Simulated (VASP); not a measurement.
A run of VASP 6.6.1 is set up as follows.

File INCAR:

```
ALGO     = Fast           # electronic algorithm
EDIFF    = 1E-7           # SCF threshold, eV
ENCUT    = 520            # plane-wave cutoff, eV
GGA      = PS             # functional
ISIF     = 2              # what is computed and relaxed
ISMEAR   = 0              # smearing method
KPAR     = 4            
LASPH    = True           # aspherical terms in the spheres
LCHARG   = False          # write CHGCAR
LREAL    = False          # projectors in reciprocal space
LWAVE    = False          # write WAVECAR
NBANDS   = 16             # bands
NELM     = 80             # most SCF steps
PREC     = Accurate       # precision mode
SIGMA    = 0.03           # smearing width, eV
```

File KPOINTS:

```
k-points
0
Gamma
  6 6 6
```

POSCAR

```
AgCl
1.0
    0.0000000000      2.7350000000      2.7350000000
    2.7350000000      0.0000000000      2.7350000000
    2.7350000000      2.7350000000      0.0000000000
Ag Cl
1 1
Direct
    0.0000000000      0.0000000000      0.0000000000
    0.5000000000      0.5000000000      0.5000000000
```

Potentials or basis: VASP PAW PBE potentials, release 64 (Ag, Cl).

Command:

```bash
$ cat potpaw_PBE.64/Ag/POTCAR potpaw_PBE.64/Cl/POTCAR > POTCAR
$ mpirun -np 4 vasp_std > vasp.out
```

What does it give for the band gap on the k mesh?

0.72 eV, indirect (least direct gap 3.23 eV).

Predict the pressure.

-0.8 GPa.

Caveat: the PAW data sets were made with another functional, which shifts forces and pressure a little.

**Measured values to compare with.**

A printed reference work, data compilation reports, for a bulk crystal of AgCl: band gap 3.249 eV (indirect).

A measured gap of AgCl is 3.249 eV (indirect; a printed reference work, data compilation); the calculated 0.72 eV misses it by -2.53 eV. So large a miss can be the level of theory's own, or it may mean another phase, state or a wrong row. Spin-orbit coupling on Ag is left out. The value is that of PBEsol on a finite k mesh, which can miss the band edges, without temperature or zero-point motion. Semilocal functionals fall short of measured gaps as a rule.
